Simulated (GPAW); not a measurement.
Runs of GPAW 26.7.0 on Ge. The structure is orthorhombic, space group Cmcm (No. 63). The conventional cell has a = 2.976 Å, b = 5.189 Å, c = 4.728 Å, α = 90.00°, β = 90.00°, γ = 90.00°. Around Ge (site symmetry m2m) lie 12 Ge at 2.92 to 2.99 Å. This isn't the form of Ge at room conditions, which is diamond.

```csv
task,level,potentials or basis,spin,k mesh,cutoff (eV),smearing,maxiter,eigensolver,convergence,gap on the mesh (eV),pressure (GPa),V0 of scaled cells (Å³/atom),B0 (GPa),largest force (eV/Å)
single point,LDA,"the program's PAW data sets (release 1.2.1) made for this functional, pw",off,10 × 10 × 6,600,gaussian 0.1 eV,150,-,-,none,(b),-,-,-
single point,PBEsol,"PAW data sets generated in the run's folder for this functional, pw",off,10 × 10 × 6,600,fermi-dirac 0.05 eV,150,-,-,none,0.2,-,-,-
single point,BLYP,"PAW data sets generated in the run's folder for this functional, pw","collinear, ferrimagnetic start",10 × 10 × 6,600,fermi-dirac 0.05 eV,150,davidson,-,none,(a),-,-,-
single point,r2SCAN,"GPAW PAW data sets (gpaw-data 1.2.1), pw",off,8 × 8 × 5,450,fermi-dirac 0.05 eV,120,-,default,none,1.6,-,-,0.02
equation of state,PBEsol,"PAW data sets generated in the run's folder for this functional, pw",off,10 × 10 × 6,600,fermi-dirac 0.05 eV,150,-,-,-,-,18.31,78,-
equation of state,LDA,"the program's PAW data sets (release 1.2.1) made for this functional, pw",off,10 × 10 × 6,600,fermi-dirac 0.05 eV,150,-,-,-,-,(c),82,-
single point,PBEsol,"PAW data sets generated in the run's folder for this functional, pw",off,10 × 10 × 6,600,gaussian 0.02 eV,150,-,-,none,0.2,-,-,0.01
```

Alike in all rows: cell as given.

Estimate the missing entries.

(a) 11.1; (b) -1.5; (c) 17.92.

Caveats: the cell was scaled at fixed shape and fractional positions, which overstates the stiffness of a crystal with free parameters, most of all of layers and chains (some runs); the cutoff is short for stress and forces, so pressures can be off by a GPa or more (some runs); the PAW data sets were made with another functional, which shifts forces and pressure a little (some runs).

A k mesh can miss the band edges, and the runs leave out spin-orbit coupling on Ge.

A gap of «none» marks a metal or a gap under the smearing width.

Not every run made on this cell is shown here.
